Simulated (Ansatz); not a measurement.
## HfN: what relativity and spin–orbit coupling change

```
CELL_PARAMETERS angstrom
0.00000 2.25900 2.25900
2.25900 0.00000 2.25900
2.25900 2.25900 0.00000
ATOMIC_POSITIONS crystal
Hf 0.00000 0.00000 0.00000
N 0.50000 0.50000 0.50000
```

Atoms are numbered in the order listed.

The cell comes from COD entry 1539063, which wasn't checked; take it as a given geometry.

Spin polarisation is left out, and whether a magnetic state lies lower isn't shown here.

One fixed cell is solved with PBE by PAW with the default files in Ansatz 0.2.0 under different relativistic treatments. Pressure is positive in compression.

The runs use a Γ-centred 10×10×10 k mesh, Fermi–Dirac smearing of 0.03 eV, cutoff 420 eV, no spin polarisation.

Question: Order the settings by the pressure that they give at this fixed cell, lowest first.
A. with spin–orbit coupling
B. scalar-relativistic

Answer: A (5.07 GPa), B (5.44 GPa).

```json
{"setting": "scalar-relativistic", "P (GPa)": "5.44", "lowest level at Γ above −25 eV, from the valence-band top or, without a gap, the Fermi level (eV)": "-17.57"}
{"setting": "with spin–orbit coupling", "P (GPa)": "5.07", "lowest level at Γ above −25 eV, from the valence-band top or, without a gap, the Fermi level (eV)": "-17.58"}
```
